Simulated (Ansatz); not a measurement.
The system is P.

```xyz
4
Lattice="1.6477 -5.4650 0.0000 1.6477 5.4650 0.0000 0.0000 0.0000 4.5436" Properties=species:S:1:pos:R:3 pbc="T T T"
P     1.6477   -4.4173    2.6754
P     1.6477    4.4173    1.8683
P     1.6477   -1.0477    0.4035
P     1.6477    1.0477    4.1401
```

```yaml
Program: Ansatz 0.2.0
Task: relaxation of cell and atoms
Functional: PBE
Potentials_or_basis: all-electron LAPW, point nuclei
Basis_error_allowed: 0.001 eV/atom
k_mesh: 8 × 8 × 6
Occupations: fermi-dirac, width 0.025 eV
Spin: collinear spin, ferromagnetic start, moments held on the sites
Starting_moments: "[0.5, 0.5, 0.5, 0.5] μB"
```

At the start: volume 20.46 Å³/atom.

**Question.** Where does the relaxation end?

**Answer.** Over 19 steps the energy falls by 103.1 meV/atom and the volume is 19.46 Å³/atom (-4.9 %); space group Cmce (No. 64, to 0.05 Å); moment 2.40 μB per cell.

The path:
```tsv
step	energy change (eV)	largest force (eV/Å)	volume (Å³)
1	0.0000	0.7189	81.83
2	-0.1688	0.5203	78.28
3	-0.2796	0.2351	74.14
4	-0.3696	0.2748	75.37
5	-0.4028	0.0908	78.61
6	-0.4071	0.0663	79.58
7	-0.4086	0.0700	79.90
8	-0.4099	0.0655	79.94
9	-0.4104	0.0438	79.44
10	-0.4116	0.0037	79.20
11	-0.4120	0.0192	78.49
12	-0.4121	0.0083	78.37
13	-0.4122	0.0049	78.24
14	-0.4123	0.0142	78.01
15	-0.4124	0.0043	77.96
16	-0.4124	0.0044	77.86
17	-0.4126	0.0070	77.86
18	-0.4126	0.0026	77.86
19	-0.4124	0.0033	77.86
```

Final structure:
```yaml
crystal:
  lattice:
    - [1.84500, -5.21771, 0.00000]
    - [1.84500, 5.21771, 0.00000]
    - [0.00000, 0.00000, 4.04392]
  atoms:
    - { symbol: P, position: [0.89376, 0.10624, 0.59440] }
    - { symbol: P, position: [0.10624, 0.89376, 0.40560] }
    - { symbol: P, position: [0.60624, 0.39376, 0.09440] }
    - { symbol: P, position: [0.39376, 0.60624, 0.90560] }
```

Caveat: the SCF stop doesn't bound the stress; each atom's moment is held at its typed value, so this isn't a free magnetic state.
